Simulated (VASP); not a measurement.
# Cu (I4/mmm) in VASP: further runs

The runs below take Cu through single point, relaxation of cell and atoms, with PBEsol, RPBE.

Everything below comes from runs of VASP 6.6.1. Logs are shortened: lines on timing, memory, paths and dates and some standing lists are left out, and cuts for length are marked.

### 1 Starting point

Symmetry: I4/mmm, No. 139, tetragonal system. Conventional cell: a = 2.886 Å, b = 2.886 Å, c = 2.752 Å, α = 90.00°, β = 90.00°, γ = 90.00°. Cu (site symmetry 4/mmm) is surrounded by 10 Cu at 2.46 to 2.75 Å.

This isn't the form of Cu at room conditions, which is fcc.

### 2 Single point, PBEsol

Input file INCAR:

```
ALGO = Fast
EDIFF = 1E-6
ENCUT = 520
GGA = PS
ISIF = 2
ISMEAR = 0
LASPH = T
LCHARG = F
LREAL = F
LWAVE = F
NBANDS = 12
NELM = 100
PREC = Accurate
SIGMA = 0.1
```

Input file KPOINTS:

```
k-points
0
Gamma
  20 20 20
```

Input file POSCAR:

```
Cu
1.0
   -1.4427933200      1.4427933200      1.3760814500
    1.4427933200     -1.4427933200      1.3760814500
    1.4427933200      1.4427933200     -1.3760814500
Cu
1
Direct
    0.0000000000      0.0000000000      0.0000000000
```

Potentials or basis: VASP PAW PBE potentials, release 64 (Cu).

On the command line:

```bash
cat potpaw_PBE.64/Cu/POTCAR > POTCAR
mpirun -np 1 vasp_std > vasp.out
```

OUTCAR:

```text
EDIFF = 1E-6
   ENCUT = 520
   GGA = PS
   ISIF = 2
   ISMEAR = 0
   LASPH = T
   LREAL = F
   NELM = 100
   PREC = Accurate

 ion  position               nearest neighbor table
   1  0.000  0.000  0.000-

  LATTYP: Found a body centered tetragonal cell.
 ALAT       =     2.8855866400
 C/A-ratio  =     0.9537620052

  Lattice vectors:

 A1 = (  -1.4427933200,   1.4427933200,   1.3760814500)
 A2 = (   1.4427933200,  -1.4427933200,   1.3760814500)
 A3 = (   1.4427933200,   1.4427933200,  -1.3760814500)

Analysis of symmetry for initial positions (statically):
=====================================================================
 Subroutine PRICEL returns:
 Original cell was already a primitive cell.

 Routine SETGRP: Setting up the symmetry group for a
 body centered tetragonal supercell.

 Subroutine GETGRP returns: Found 16 space group operations
 (whereof 16 operations were pure point group operations)
 out of a pool of 16 trial point group operations.

The static configuration has the point symmetry D_4h.

Analysis of symmetry for dynamics (positions and initial velocities):
=====================================================================
 Subroutine PRICEL returns:
 Original cell was already a primitive cell.

 Routine SETGRP: Setting up the symmetry group for a
 body centered tetragonal supercell.

 Subroutine GETGRP returns: Found 16 space group operations
 (whereof 16 operations were pure point group operations)
 out of a pool of 16 trial point group operations.

The dynamic configuration has the point symmetry D_4h.

 Subroutine INISYM returns: Found 16 space group operations
 (whereof 16 operations are pure point group operations),
 and found     1 'primitive' translations

----------------------------------------------------------------------------------------

                                     Primitive cell

  volume of cell :      11.4581

  direct lattice vectors                    reciprocal lattice vectors
    -1.442793320  1.442793320  1.376081450     0.000000000  0.346549983  0.363350585
     1.442793320 -1.442793320  1.376081450     0.346549983  0.000000000  0.363350585
     1.442793320  1.442793320 -1.376081450     0.346549983  0.346549983  0.000000000

  length of vectors
     2.461078074  2.461078074  2.461078074     0.502116060  0.502116060  0.490095685

  position of ions in fractional coordinates (direct lattice)
     0.000000000  0.000000000  0.000000000

  ion indices of the primitive-cell ions
   primitive index   ion index
                 1           1

----------------------------------------------------------------------------------------

 KPOINTS: k-points

Automatic generation of k-mesh.
 Grid dimensions read from file:
 generate k-points for:   20   20   20

 Generating k-lattice:

  Cartesian coordinates                     Fractional coordinates (reciprocal lattice)
     0.000000000  0.017327499  0.018167529     0.050000000 -0.000000000  0.000000000
     0.017327499  0.000000000  0.018167529    -0.000000000  0.050000000  0.000000000
     0.017327499  0.017327499  0.000000000     0.000000000  0.000000000  0.050000000

  Length of vectors
     0.025105803  0.025105803  0.024504784

  Shift w.r.t. Gamma in fractional coordinates (k-lattice)
     0.000000000  0.000000000  0.000000000

 Subroutine IBZKPT returns following result:
 ===========================================

 Found    641 irreducible k-points:

 Following reciprocal coordinates:
            Coordinates               Weight
  0.000000  0.000000  0.000000      1.000000
  0.050000 -0.000000  0.000000      8.000000
  0.100000 -0.000000  0.000000      8.000000
  0.150000 -0.000000  0.000000      8.000000
  0.200000 -0.000000  0.000000      8.000000
  0.250000 -0.000000  0.000000      8.000000
[... 16 lines left out ...]
 -0.400000  0.050000 -0.000000     16.000000
 -0.350000  0.050000  0.000000     16.000000
 [... further k-points ...]
   k-points           NKPTS =    641   k-points in BZ     NKDIM =    641   number of bands    NBANDS=     12
   number of dos      NEDOS =    301   number of ions     NIONS =      1
   total plane-waves  NPLWV =   5832
   dimension x,y,z NGX =    18 NGY =   18 NGZ =   18
   dimension x,y,z NGXF=    36 NGYF=   36 NGZF=   36
   ions per type =               1
   NGX,Y,Z   is equivalent  to a cutoff of  12.16, 12.16, 12.16 a.u.
   NGXF,Y,Z  is equivalent  to a cutoff of  24.32, 24.32, 24.32 a.u.
 SYSTEM =  unknown system
   PREC   = accura    normal or accurate (medium, high low for compatibility)
   ISTART =      0    job   : 0-new  1-cont  2-samecut
   ICHARG =      2    charge: 1-file 2-atom 10-const
   ISPIN  =      1    spin polarized calculation?
   LNONCOLLINEAR =      F non collinear calculations
   LSORBIT =      F    spin-orbit coupling
   LASPH  =      T    aspherical Exc in radial PAW
   ENCUT  =  520.0 eV  38.22 Ry    6.18 a.u.   4.58  4.58  4.58*2*pi/ulx,y,z
   NELM   =    100;   NELMIN=  2; NELMDL= -5     # of ELM steps
   EDIFF  = 0.1E-05   stopping-criterion for ELM
   LREAL  =      F    real-space projection
   EDIFFG = 0.1E-04   stopping-criterion for IOM
   NSW    =      0    number of steps for IOM
   IBRION =     -1    ionic relax: 0-MD 1-quasi-New 2-CG
   NFREE  =      0    steps in history (QN), initial steepest desc. (CG)
   ISIF   =      2    stress and relaxation
   ISYM   =      2    0-nonsym 1-usesym 2-fastsym
   POTIM  = 0.5000    time-step for ionic-motion
   TEBEG  =    0.0;   TEEND  =   0.0 temperature during run
   PSTRESS=    0.0 pullay stress
   NELECT =      11.0000    total number of electrons
   NUPDOWN=      -1.0000    fix difference up-down
   EMIN   =  10.00;   EMAX   =-10.00  energy-range for DOS
   EFERMI =   0.00;   METHOD = LEGACY
   ISMEAR =     0;   SIGMA  =   0.10  broadening in eV -4-tet -1-fermi 0-gaus
   EFERMI_NEDOS =   21; number of points for ismear=-14 and -15
   IALGO  =     68    algorithm
   IMIX   =      4    mixing-type and parameters
     AMIX     =   0.40;   BMIX     =  1.00
     AMIX_MAG =   1.60;   BMIX_MAG =  1.00
  volume/ion in A,a.u.               =      11.46        77.32
  Fermi-wavevector in a.u.,A,eV,Ry     =   1.614984  3.051878 35.486359  2.608174
  Thomas-Fermi vector in A             =   2.709805
   LORBIT       =      0    0 simple, 1 ext, 2 COOP (PROOUT), +10 PAW based schemes
   GGA     = PS    functional components
   LHFCALC =     F    Hartree Fock is set to
   AEXX    =    0.0000 exact exchange contribution
   IVDW    =     0    specifies the selected vdW correction
   LEPSILON=     F    determine dielectric tensor
   LRPA    =     F    only Hartree local field effects (RPA)
 non-spin polarized calculation
 RMM-DIIS sequential band-by-band and
 Gauss-broadening in eV      SIGMA  =   0.10
  energy-cutoff  :      520.00
  volume of cell :       11.46
 maximum number of plane-waves:       327
   NGX =  9   NGY =  9   NGZ =  9

 number of electron      10.9999998 magnetization

 Free energy of the ion-electron system (eV)
  ---------------------------------------------------
  ext. energy  EPLUGINS =         0.00000000
  ---------------------------------------------------
  free energy    TOTEN  =        -4.26962960 eV

  energy without entropy =       -4.26737739  energy(sigma->0) =       -4.26850349

 E-fermi :   7.7770     XC(G=0): -13.0870

 val. band max:        7.7756785740   @ k =   0.3000   0.1000   0.1000
 cond. band min:       7.7805671199   @ k =   0.5000   0.2000   0.1500
 fundamental gap:      0.0048885459
 Fermi energy:         7.7769666319

 k-point     1 :       0.0000    0.0000    0.0000
  band No.  band energies     occupation
      1      -1.8364      2.00000
      2       4.4518      2.00000
      3       4.6479      2.00000
      4       4.6479      2.00000
      5       5.5282      2.00000
      6       5.7387      2.00000
      7      32.6345      0.00000
      8      32.6345      0.00000
      9      33.8809      0.00000
     10      36.6637      0.00000
     11      36.6711      0.00000
     12      36.7057      0.00000

 k-point     2 :       0.0500   -0.0000    0.0000
  band No.  band energies     occupation
      1      -1.7360      2.00000
      2       4.4595      2.00000
      3       4.6455      2.00000
      4       4.6590      2.00000
      5       5.5284      2.00000
      6       5.7235      2.00000
      7      32.0245      0.00000
      8      32.3621      0.00000
      9      33.0915      0.00000
     10      35.3002      0.00000
     11      35.5900      0.00000
     12      36.0709      0.00000

 k-point     3 :       0.1000   -0.0000    0.0000
  band No.  band energies     occupation
      1      -1.4378      2.00000
      2       4.4417      2.00000
      3       4.6342      2.00000
      4       4.7331      2.00000
      5       5.5279      2.00000
      6       5.6878      2.00000
      7      29.9912      0.00000
      8      31.7254      0.00000
      9      31.7287      0.00000
     10      33.6410      0.00000
     11      34.6492      0.00000
     12      35.8210      0.00000

 k-point     4 :       0.1500   -0.0000    0.0000
  band No.  band energies     occupation
      1      -0.9512      2.00000
      2       4.3690      2.00000
      3       4.6062      2.00000
      4       4.8987      2.00000
      5       5.5252      2.00000
      6       5.6567      2.00000
      7      27.3252      0.00000
      8      30.3943      0.00000
      9      30.9261      0.00000
     10      32.1383      0.00000
     11      33.8725      0.00000
     12      36.2259      0.00000

 k-point     5 :       0.2000   -0.0000    0.0000
  band No.  band energies     occupation
      1      -0.2964      2.00000
      2       4.2625      2.00000
      3       4.5629      2.00000
      4       5.1318      2.00000
      5       5.5248      2.00000
      6       5.6511      2.00000
      7      24.5867      0.00000
      8      29.1170      0.00000
      9      29.8883      0.00000
     10      31.0346      0.00000
     11      33.2760      0.00000
     12      36.9737      0.00000
[... 228 lines left out ...]
      1       2.6076      2.00000
      2       3.7669      2.00000
      3       5.6052      2.00000
      4       5.7312      2.00000
      5       6.1999      2.00000
      6       7.4268      2.00000
      7      12.6973      0.00000
      8      24.1474      0.00000
      9      25.1847      0.00000
     10      29.7626      0.00000
     11      32.8327      0.00000
     12      41.7957      0.00000

 k-point    22 :      -0.4500    0.0500   -0.0000
  band No.  band energies     occupation
      1       2.5238      2.00000
      2       3.8042      2.00000
      3       5.5810      2.00000
      4       5.6190      2.00000
      5       6.0066      2.00000
      6       6.7727      2.00000
      7      14.0282      0.00000
      8      24.3335      0.00000
      9      25.4894      0.00000
     10      29.8753      0.00000
     11      32.9186      0.00000
     12      42.0605      0.00000

 k-point    23 :      -0.4000    0.0500   -0.0000
  band No.  band energies     occupation
      1       2.2661      2.00000
      2       3.8744      2.00000
      3       5.1199      2.00000
      4       5.6114      2.00000
      5       5.8028      2.00000
      6       6.2780      2.00000
      7      15.9870      0.00000
      8      24.7453      0.00000
      9      26.0592      0.00000
     10      30.0886      0.00000
     11      33.0693      0.00000
     12      41.5149      0.00000

 k-point    24 :      -0.3500    0.0500    0.0000
  band No.  band energies     occupation
      1       1.7166      2.00000
      2       3.9710      2.00000
      3       4.6758      2.00000
      4       5.5766      2.00000
      5       5.7195      2.00000
      6       5.9426      2.00000
      7      18.2600      0.00000
      8      25.3559      0.00000
      9      26.8767      0.00000
     10      30.4035      0.00000
     11      33.3127      0.00000
     12      40.0232      0.00000

 [... further k-points ...]
[... 5 lines left out ...]
  --------------------------------------------------------------------------------------
  -------------------------------------------------------------------------------------
  Total       -0.0235932     -0.0235932     -0.0629299      0.0000000      0.0000000      0.0000000
  in kB       -3.2990227     -3.2990227     -8.7994504      0.0000000      0.0000000      0.0000000
  external PRESSURE =      -5.1324986 kB  Pullay stress =       0.0000000 kB

 VOLUME and BASIS-vectors are now :
 -----------------------------------------------------------------------------
  energy-cutoff  :      520.00
  volume of cell :       11.46
      direct lattice vectors                 reciprocal lattice vectors
    -1.442793320  1.442793320  1.376081450     0.000000000  0.346549983  0.363350585
     1.442793320 -1.442793320  1.376081450     0.346549983  0.000000000  0.363350585
     1.442793320  1.442793320 -1.376081450     0.346549983  0.346549983  0.000000000

 POSITION                                       TOTAL-FORCE (eV/Angst)
 -----------------------------------------------------------------------------------
      0.00000      0.00000      0.00000        -0.000000      0.000000      0.000000
 -----------------------------------------------------------------------------------
    total drift:                                0.000000      0.000000      0.000000

  FREE ENERGIE OF THE ION-ELECTRON SYSTEM (eV)
  ---------------------------------------------------
  free  energy   TOTEN  =        -4.2696295956 eV

  energy  without entropy=       -4.2673773851  energy(sigma->0) =       -4.26850349
```

Wall time 30 s (1 thread of Intel Xeon 6975P-C (Granite Rapids), shared host); peak memory 0.19 GiB.

What came out:

```
Free energy            : -4.2696 eV
Pressure               : -0.5 GPa
Band gap on the k mesh : none (metal or under the smearing width)
```

Levels at points of the mesh, in eV from the Fermi level:
```
           k point  band 2  band 3  band 4  band 5  band 6  band 7  band 8  band 9  band 10  band 11
(0.00, 0.00, 0.00)   -3.33   -3.13   -3.13   -2.25   -2.04   24.86   24.86   26.10    28.89    28.89
(0.50, 0.00, 0.00)   -4.02   -2.16   -1.94   -1.37   -0.57    4.68   17.33   17.43    21.33    24.42
(0.50, 0.50, 0.00)   -3.78   -2.32   -2.07   -1.39   -0.94    4.16   18.58   18.85    22.50    25.51
(0.50, 0.50, 0.50)   -4.78   -1.56   -1.56   -1.51    7.69    7.69    9.54   13.35    13.98    16.77
```

Caveat: the PAW data sets were made with another functional, which shifts forces and pressure a little.

### 3 Relaxation of cell and atoms, PBEsol

Input file INCAR:

```
SYSTEM = Cu
PREC = Accurate ; ENCUT = 580
EDIFF = 1E-7 ; ISMEAR = 0
SIGMA = 0.1 ; LREAL = .False.
LASPH = .True. ; NELM = 100
ALGO = Fast ; ISIF = 3
LWAVE = .False. ; LCHARG = .False.
GGA = PS ; IBRION = 2
NSW = 90 ; EDIFFG = -0.005
```

Input file KPOINTS:

```
regular mesh
0
Gamma
  20 20 20
  0 0 0
```

POSCAR is that of step 2.

Potentials or basis: VASP PAW PBE potentials, release 64 (Cu).

On the command line:

```bash
cat potpaw_PBE.64/Cu/POTCAR > POTCAR
mpirun -np 1 vasp_std > vasp.out
```

It took 4.1 min on 1 thread of Intel Xeon 6975P-C (Granite Rapids), shared host; peak memory 0.23 GiB.

It converged, with:

```yaml
Free_energy: -4.2701 eV
Relaxed_volume: 11.42 Å³/atom
Relaxed_cell: a = 2.459 Å, b = 2.459 Å, c = 2.459 Å, α = 107.86°, β = 107.86°, γ = 112.75°
Space_group_after_relaxing_to_0.05_Å: I4/mmm (No. 139)
Energy_gained_by_relaxing: 0.3 meV/atom
Ionic_steps: 17
Pressure_after_relaxing: 0.0 GPa
Band_gap_on_the_k_mesh: none (metal or under the smearing width)
```

The path:
```tsv
step	energy change (eV)	largest force (eV/Å)	pressure (GPa)	volume (Å³)
1	0.0000	0.0000	-0.28	11.46
2	-0.0001	0.0000	0.07	11.43
3	-0.0001	0.0000	-0.12	11.42
4	-0.0001	0.0000	-0.05	11.42
5	-0.0001	0.0000	0.45	11.41
6	-0.0001	0.0000	-0.02	11.42
7	-0.0001	0.0000	0.01	11.41
8	-0.0001	0.0000	0.18	11.41
9	-0.0002	0.0000	-0.27	11.42
10	-0.0002	0.0000	-0.20	11.42
11	-0.0002	0.0000	-0.36	11.43
12	-0.0002	0.0000	-0.29	11.43
13	-0.0003	0.0000	-0.47	11.43
14	-0.0002	0.0000	-0.04	11.43
15	-0.0002	0.0000	-0.27	11.43
16	-0.0003	0.0000	0.16	11.42
17	-0.0003	0.0000	0.01	11.42
```

Final structure:
```
CELL_PARAMETERS angstrom
-1.44800 1.44800 1.36182
1.44800 -1.44800 1.36182
1.44800 1.44800 -1.36182
ATOMIC_POSITIONS crystal
Cu 0.00000 0.00000 0.00000
```

Levels at points of the mesh, in eV from the Fermi level:
| k point | band 3 | band 4 | band 5 | band 6 | band 7 | band 8 | band 9 |
| --- | --- | --- | --- | --- | --- | --- | --- |
| (0.00, 0.00, 0.00) | -3.11 | -3.11 | -2.29 | -2.02 | 24.70 | 24.70 | 26.38 |
| (0.50, 0.00, 0.00) | -2.17 | -1.91 | -1.37 | -0.53 | 4.76 | 17.25 | 17.35 |
| (0.50, 0.50, 0.00) | -2.37 | -2.09 | -1.40 | -1.01 | 4.08 | 18.88 | 19.21 |
| (0.50, 0.50, 0.50) | -1.57 | -1.57 | -1.51 | 7.54 | 7.54 | 9.94 | 13.24 |

Caveat: the PAW data sets were made with another functional, which shifts forces and pressure a little.

[end of part 1 of 2]
